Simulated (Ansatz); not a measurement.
## Mg: do energies and stresses tell the same story?

Level of theory: DFT PBE, scalar-relativistic, plane waves, PAW (Ansatz 0.2.0).

Cutoff 420 eV; k points 16×16×16 on the computed 1-atom cell (Γ-centred); Gaussian smearing, width 0.10 eV; no spin polarisation.

Relaxed cell: Im-3m, a = 3.580 Å, b = 3.580 Å, c = 3.580 Å, α = 90.00°, β = 90.00°, γ = 90.00°, 1 atom in the primitive cell. This bcc form isn't the element's structure at ambient conditions.

Energies at zero smearing and pressures from the stress tensor, at volumes with shape and atoms relaxed:
```json
{"V (Å³/atom)": "20.183", "E − E(first) (meV/atom)": "0.00", "P (GPa)": "5.78"}
{"V (Å³/atom)": "20.872", "E − E(first) (meV/atom)": "-20.85", "P (GPa)": "3.99"}
{"V (Å³/atom)": "21.560", "E − E(first) (meV/atom)": "-34.58", "P (GPa)": "2.45"}
{"V (Å³/atom)": "22.248", "E − E(first) (meV/atom)": "-42.19", "P (GPa)": "1.14"}
{"V (Å³/atom)": "22.936", "E − E(first) (meV/atom)": "-44.57", "P (GPa)": "0.01"}
{"V (Å³/atom)": "23.624", "E − E(first) (meV/atom)": "-42.45", "P (GPa)": "-0.96"}
{"V (Å³/atom)": "24.312", "E − E(first) (meV/atom)": "-36.49", "P (GPa)": "-1.79"}
{"V (Å³/atom)": "25.229", "E − E(first) (meV/atom)": "-23.51", "P (GPa)": "-2.71"}
```

Question: Check P = −dE/dV between neighbouring volumes, and get the bulk modulus from the pressures alone.

Answer: With 1 eV/Å³ = 160.2 GPa:
| middle V (Å³/atom) | −ΔE/ΔV (GPa) | mean P (GPa) |
| --- | --- | --- |
| 20.528 | 4.856 | 4.883 |
| 21.216 | 3.196 | 3.222 |
| 21.904 | 1.773 | 1.797 |
| 22.592 | 0.553 | 0.575 |
| 23.280 | -0.493 | -0.474 |
| 23.968 | -1.388 | -1.373 |
| 24.771 | -2.268 | -2.252 |

The two differ by 0.03 GPa at most. The mean of two end pressures misses the average over a step by about ΔV² P″/12, up to 0.02 GPa here; with that taken off 0.01 GPa remains. Around V = 22.936 Å³/atom, the two neighbours give B = −V ΔP/ΔV = 22.936 × 2.10 / 1.376 = 35.0 GPa, against B0 = 34.7 GPa from the Birch–Murnaghan fit of the energies.